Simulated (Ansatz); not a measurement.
The system is MgS.

```
S Mg
1.0
     0.00000    2.83312    2.83312
     2.83312    0.00000    2.83312
     2.83312    2.83312    0.00000
S Mg
1 1
Direct
  0.25000 0.25000 0.25000
  0.00000 0.00000 0.00000
```

The cell comes from a database or a generator and needn't be the stable form of this composition.

Base run:

```yaml
Program: Ansatz 0.2.0
Functional: PBEsol
Potentials_or_basis: all-electron LAPW, scalar-relativistic
Cutoff: 208 eV
Density_cutoff: 833 eV
Basis_error_allowed: 0.001 eV/atom
k_mesh: 8 × 8 × 8
Occupations: fermi-dirac, width 0.05 eV
Spin: no spin polarisation
```

Its results: band gap on the k mesh 3.28 eV, direct; pressure -0.5 GPa.

Q: The run is repeated on the same cell with these changes: potentials or basis from all-electron LAPW, scalar-relativistic to all-electron LAPW, non-relativistic. What comes out?

A: Band gap on the k mesh 3.36 eV, direct; pressure -0.4 GPa.

Not every run made on this cell is shown here.
